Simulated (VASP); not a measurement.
The system is Te.

```
Te
1.0
     4.45400    0.00000    0.00000
    -2.22700    3.85728    0.00000
     0.00000    0.00000    5.92400
Te
3
Direct
  0.26900 0.00000 0.33333
  0.00000 0.26900 0.66667
  0.73100 0.73100 0.00000
```

- Program: VASP 6.6.1
- Task: relaxation of cell and atoms
- Functional: rev-vdW-DF2
- Potentials or basis: VASP PAW PBE potentials, release 64 (Te)
- Cutoff: 600 eV
- k mesh: 9 × 9 × 6
- Occupations: gaussian, width 0.03 eV
- Spin: no spin polarisation

At the start: pressure 0.7 GPa; volume 33.93 Å³/atom.

How do energy, volume and symmetry change on relaxing?

Over 9 steps the energy falls by 5.5 meV/atom and the volume is 33.51 Å³/atom (-1.2 %); space group P3_121 (No. 152, to 0.05 Å).

The path:
```csv
step,energy change (eV),largest force (eV/Å),pressure (GPa),volume (Å³)
1,0.0000,0.2283,0.75,101.78
2,-0.0056,0.0422,-0.71,104.12
3,-0.0071,0.0971,-0.27,103.37
4,-0.0097,0.0847,-0.22,102.88
5,-0.0151,0.0488,-0.04,101.41
6,-0.0127,0.0162,0.51,98.49
7,-0.0163,0.0248,0.15,100.33
8,-0.0160,0.0268,-0.29,100.90
9,-0.0165,0.0057,-0.01,100.53
```

Final structure:
```xyz
3
Lattice="4.3952 0.0000 0.0000 -2.1976 3.8063 0.0000 0.0000 0.0000 6.0094" Properties=species:S:1:pos:R:3 pbc="T T T"
Te   -0.9699    3.8063    2.0031
Te    3.7813    1.0632    4.0062
Te    1.5838    2.7431    6.0094
```

Caveat: the PAW data sets were made with another functional, which shifts forces and pressure a little.
